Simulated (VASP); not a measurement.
Wanted: the native input for a VASP 6.6.1 run.

* Task: band structure
* Functional: BLYP
* Potentials or basis: VASP PAW PBE potentials, release 64 (As, B)
* Cutoff: 520 eV
* k mesh: 10 × 10 × 10
* Occupations: fermi-dirac, width 0.05 eV
* Spin: no spin polarisation
* Further INCAR settings: ALGO = Fast; EDIFF = 1e-06

BAs:

```
As B
1.0
     0.00000    2.38850    2.38850
     2.38850    0.00000    2.38850
     2.38850    2.38850    0.00000
As B
1 1
Direct
  0.75000 0.75000 0.75000
  0.00000 0.00000 0.00000
```

One way to write it, as run:

POSCAR

```
BAs
1.0
    0.0000000000      2.3885000000      2.3885000000
    2.3885000000      0.0000000000      2.3885000000
    2.3885000000      2.3885000000      0.0000000000
As B
1 1
Direct
    0.7500000000      0.7500000000      0.7500000000
    0.0000000000      0.0000000000      0.0000000000
```

INCAR.step1

```
SYSTEM = BAs
PREC = Accurate ; ENCUT = 520
EDIFF = 1E-6 ; ISMEAR = -1
SIGMA = 0.05 ; LREAL = .FALSE.
LASPH = .TRUE. ; NELM = 100
ALGO = Fast ; ISIF = 2
LWAVE = .FALSE. ; LCHARG = .TRUE.
GGA = B5 ; ALDAX = 1.0
AGGAX = 1.0 ; AGGAC = 1.0
ALDAC = 0.0
```

KPOINTS.step1

```
regular mesh
0
G
  10 10 10
  0 0 0
```

INCAR.step2

```
SYSTEM = BAs
PREC = Accurate ; ENCUT = 520
EDIFF = 1E-6 ; ISMEAR = 0
SIGMA = 0.05 ; LREAL = .FALSE.
LASPH = .TRUE. ; NELM = 100
ALGO = Fast ; ISIF = 2
LWAVE = .FALSE. ; LCHARG = .FALSE.
GGA = B5 ; ALDAX = 1.0
AGGAX = 1.0 ; AGGAC = 1.0
ALDAC = 0.0 ; ICHARG = 11
```

KPOINTS.step2

```
path GXWKGLUWLK,UX
10
line-mode
reciprocal
 0.0000000000  0.0000000000  0.0000000000  G
 0.5000000000  0.0000000000  0.5000000000  X

 0.5000000000  0.0000000000  0.5000000000  X
 0.5000000000  0.2500000000  0.7500000000  W

 0.5000000000  0.2500000000  0.7500000000  W
 0.3750000000  0.3750000000  0.7500000000  K

 0.3750000000  0.3750000000  0.7500000000  K
 0.0000000000  0.0000000000  0.0000000000  G

 0.0000000000  0.0000000000  0.0000000000  G
 0.5000000000  0.5000000000  0.5000000000  L

 0.5000000000  0.5000000000  0.5000000000  L
 0.6250000000  0.2500000000  0.6250000000  U

 0.6250000000  0.2500000000  0.6250000000  U
 0.5000000000  0.2500000000  0.7500000000  W

 0.5000000000  0.2500000000  0.7500000000  W
 0.5000000000  0.5000000000  0.5000000000  L

 0.5000000000  0.5000000000  0.5000000000  L
 0.3750000000  0.3750000000  0.7500000000  K

 0.6250000000  0.2500000000  0.6250000000  U
 0.5000000000  0.0000000000  0.5000000000  X
```

Potentials or basis: VASP PAW PBE potentials, release 64 (As, B).

Run with:

```bash
$ cat potpaw_PBE.64/As/POTCAR potpaw_PBE.64/B/POTCAR > POTCAR
$ cp INCAR.step1 INCAR
$ cp KPOINTS.step1 KPOINTS
$ mpirun -np 1 vasp_std > vasp.out
$ cp INCAR.step2 INCAR
$ cp KPOINTS.step2 KPOINTS
$ mpirun -np 1 vasp_std > vasp.out
```

It gave:

```
Band gap on the k mesh  : 1.41 eV, indirect (least direct gap 3.37 eV)
Band gap along the path : 1.41 eV, indirect (least direct gap 3.38 eV)
```

Caveat: the log is that of the step along the path at fixed density, whose energy, stress, charges and moments have no meaning.

Wall time 54 s on 1 thread of Intel(R) Xeon(R) Platinum 8375C CPU @ 2.90GHz (Ice Lake), on a shared host, peak memory 0.16 GiB.
